## The question

Why does a zinc sulfide crystal that nobody has squeezed push outwards with more than 2 GPa? In the table this is the row with a volume of 19.554 Å³ per atom, the unstrained cell from which the others were made by squeezing or stretching. Its size comes from one density functional, r2SCAN, and its pressure from another, PBE. Positive pressure means that the crystal would expand if released.

Ansatz 0.2.0, spin-unpolarised DFT with PBE for ZnS (space group F-43m, 2-atom cell), with PAW, a 420 eV plane-wave cutoff, an 8×8×8 k mesh and Fermi–Dirac smearing of 0.02 eV. The cells are the r2SCAN cell and hydrostatically strained copies of it, with atoms held fixed in the PBE runs. Pressure is positive in compression.

```csv
volume (Å³/atom),shortest distance (Å),pressure (GPa)
17.300,2.240,14.950
17.637,2.254,12.520
17.968,2.268,10.350
18.001,2.270,10.140
19.554,2.333,2.290
21.231,2.398,-3.200
22.572,2.447,-6.100
```

## Two signs of failure

The first sign is the pressure of 2.29 GPa in the unstrained cell. It falls to zero only on the way to the next larger cell, so PBE wants a larger crystal. The ranking of the total energies hides this: of the seven cells, the unstrained one has the lowest energy. Near a minimum the energy is almost flat, whereas the pressure is its downward slope and shows at once on which side the minimum lies.

The second sign appears when the pressure is continued from this cell with a constant stiffness. The stiffness is measured by the bulk modulus $B=-V\,dP/dV$, where $V$ is the volume per atom and $P$ the pressure. If $B$ were constant, then

$$P(V)=P_\mathrm{u}+B_\mathrm{u}\ln(V_\mathrm{u}/V),$$

where u marks the unstrained cell. With $B_\mathrm{u}=79.4$ GPa, taken from the curve fitted below, the smallest cell should have

$$P=2.29+79.4\,\ln(19.554/17.300)\approx 12.0\ \text{GPa}.$$

The calculation gives 14.95 GPa, so the estimate is about 20% below the computed pressure. At the largest cell it is again too low, by 3 GPa. A wrong zero of pressure would shift every row equally, and a wrong slope would give errors of opposite sign on the two sides. Errors of the same sign that grow in both directions mean that the stiffness itself changes.

## Why PBE wants a larger crystal

The exchange energy in PBE depends on the electron density and on how steeply it varies. Steeper variation lowers this energy. When a crystal is stretched, density drains from the space between the atoms and becomes more uneven. PBE's response to steepness suits free atoms but is too strong for many solids, so it favours the stretched state a little too much. This can explain why PBE tends to make solids too large. r2SCAN also uses the kinetic energy density of the electrons, which helps it to tell a bond from the overlap of closed shells, and it usually gives smaller cells. The table holds no measured volume, so it shows that the two functionals disagree, not how far each lies from the real crystal.

That the two functionals cause the leftover pressure here is an inference, which assumes that r2SCAN itself is at rest in this cell. An incomplete set of plane waves could also produce a false stress. For the PBE runs, the total energies speak against this. Between the unstrained and the next larger cell, their change gives a mean pressure of −0.66 GPa, and the curve fitted below to the computed stresses gives the same mean over that interval.

## Why the stiffness changes

Zinc and sulfur are held together by attraction that varies slowly with distance. They are kept apart by a repulsion that arises when electrons are squeezed into less space and filled shells overlap. In a simple model it fades almost exponentially as the bond lengthens. The curvature of an exponential fades as fast as the exponential itself, so a stretched crystal is expected to lose stiffness quickly. Any steep repulsion, such as a high inverse power of the distance, would act alike, and these pressures are not used here to choose between such forms. From the smallest to the largest cell the bond grows by only 9%, yet the bulk modulus falls to about a third.

A hydrogen molecule behaves in a similar way. Held slightly shorter than its natural bond length, it pushes outwards and is also stiffer than at rest. The likeness covers the slope and the curvature of the energy, but only part of the source of the repulsion, since hydrogen has no filled inner shells.

## A curve that bends

A simple model lets the energy well be lopsided. Let $V_0$ be the volume at zero pressure and $u=(V_0/V)^{2/3}-1$ a measure of compression. If the energy contains terms in $u^2$ and $u^3$, its negative derivative with respect to volume is

$$P=(V_0/V)^{5/3}\,(c_0u+c_1u^2).$$

This is the third-order Birch–Murnaghan equation. A least-squares fit of $V_0$, $c_0$ and $c_1$ to all seven pressures, including the row worked above, follows them to about 0.01 GPa. Because $u$ is not linear in the volume, the $c_0$ term alone is already expected to supply most of the bending, and $c_1$ adjusts it. The fit describes the bending well within these volumes, but does not identify its cause.

## What the borrowed cell costs

The fit places the PBE equilibrium at 20.16 Å³ per atom, about 3% above the unstrained cell. There the bulk modulus is 69 GPa, so the value at the borrowed cell is 14% too high for PBE. Subtracting 2.29 GPa from every pressure would move the zero but leave this error in place, because the slope stays the same.

This gives a rough rule for a similar solid. The relative error in volume is about the leftover pressure divided by the bulk modulus. The relative error in stiffness is larger by roughly the factor $dB/dP$, which says how fast the bulk modulus rises with pressure. Here the fitted modulus rises by about 10 GPa over the leftover 2.29 GPa, so that factor is between four and five, and many solids have similar values. For a similar factor, a softer crystal therefore suffers more from the same leftover pressure.
